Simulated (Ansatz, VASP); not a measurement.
**Tc: VASP beside Ansatz**

```
Tc
1.0
     0.00000    1.95000    1.95000
     1.95000    0.00000    1.95000
     1.95000    1.95000    0.00000
Tc
1
Direct
  0.00000 0.00000 0.00000
```

Alike in both runs: task relaxation of cell and atoms; functional LDA; k mesh 9 × 9 × 9; occupations fermi-dirac, width 0.05 eV; no spin polarisation.

|  | VASP | Ansatz |
| --- | --- | --- |
| version | VASP 6.6.1 | Ansatz 0.2.0 |
| potentials or method | VASP PAW LDA potentials, release 64 (Tc_pv), cutoff 600 eV | all-electron LAPW, scalar-relativistic |

VASP gave:

| Property | Result |
| --- | --- |
| relaxed volume (Å³/atom) | 13.85 |
| relaxed cell length with the largest relative difference (Å) | 2.695 |
| energy change over the relaxation (meV/atom) | -65 |

Question: Estimate Ansatz's values.

Answer: Relaxed volume (Å³/atom): 13.84; relaxed cell length with the largest relative difference (Å): 2.695; energy change over the relaxation (meV/atom): -66.

Ansatz ran all-electron here, so the differences hold the error of VASP's frozen core and of both bases.

Caveats: the k mesh is thin for a metal, which can move the energy by tens of meV per atom (Ansatz). LDA usually gives volumes a few per cent too small. Zero-point motion and thermal expansion aren't in these numbers.
